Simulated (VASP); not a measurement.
MgB2, 6 atoms in the cell. Symmetry: Fd-3m, No. 227, cubic system. Conventional cell: a = 5.987 Å, b = 5.987 Å, c = 5.987 Å, α = 90.00°, β = 90.00°, γ = 90.00°. Mg (site symmetry -43m) has 12 B at 2.48 Å and 4 Mg at 2.59 Å as nearest neighbours. Around B (site symmetry -3m) lie 6 B at 2.12 Å. The cell was built by a generator and needn't be a form met in nature.

| Item | Value |
| --- | --- |
| Program | VASP 6.6.1 |
| Task | relaxation of cell and atoms |
| Functional | PBEsol |
| Potentials or basis | VASP PAW PBE potentials, release 64 (Mg, B) |
| Cutoff | 600 eV |
| k mesh | 6 × 6 × 6 |
| Occupations | fermi-dirac, width 0.05 eV |
| Spin | no spin polarisation |
| Further INCAR settings | LREAL = Auto; ALGO = Normal; EDIFF = 1e-06; IBRION = 2; EDIFFG = -0.005; NSW = 60; ISIF = 3 |

Potentials or basis: VASP PAW PBE potentials, release 64 (Mg, B).

The run is started by

```sh
$ cat potpaw_PBE.64/Mg/POTCAR potpaw_PBE.64/B/POTCAR > POTCAR
$ mpirun -np 1 vasp_std > vasp.out
```

Hardware: 1 thread of AMD EPYC 9R45 (Zen 5), on a shared host.

**Question.** How long does it take, and how much memory?

**Answer.** Run time: 38 s on 1 thread of AMD EPYC 9R45 (Zen 5) (shared host), peak memory 0.18 GiB. Counts: scf iterations 25, k points 16, ion steps 4.
